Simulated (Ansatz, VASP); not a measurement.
## One calculation of Si, two programs

```
CELL_PARAMETERS angstrom
0.00000 2.72770 2.70806
2.72770 0.00000 2.70806
2.72770 2.72770 0.00000
ATOMIC_POSITIONS crystal
Si 0.00000 0.00000 0.00000
Si 0.25000 0.25000 0.25000
```

Change from the starting cell: strained cell.

Alike in both runs: task relaxation of the atoms; functional PBEsol; k mesh 10 × 10 × 10; occupations gaussian, width 0.02 eV; no spin polarisation.

|  | VASP | Ansatz |
| --- | --- | --- |
| version | VASP 6.6.1 | Ansatz 0.2.0 |
| potentials or method | VASP PAW PBE potentials, release 64 (Si) | scalar-relativistic, plane waves, PAW |
| plane-wave cutoff (eV) | 520 | 600 |
| valence electrons in the cell | 8 | 8 |

|  | VASP | Ansatz | Ansatz less VASP |
| --- | --- | --- | --- |
| gap on the k mesh at the Fermi level, each at its own relaxed structure (eV) | 0.40 | 0.41 | +0.005 |

Ansatz warned: «stress_scf_threshold_loose».

Caveats: the relaxation stopped at its first step, so nothing moved. A k mesh can miss the band edges.
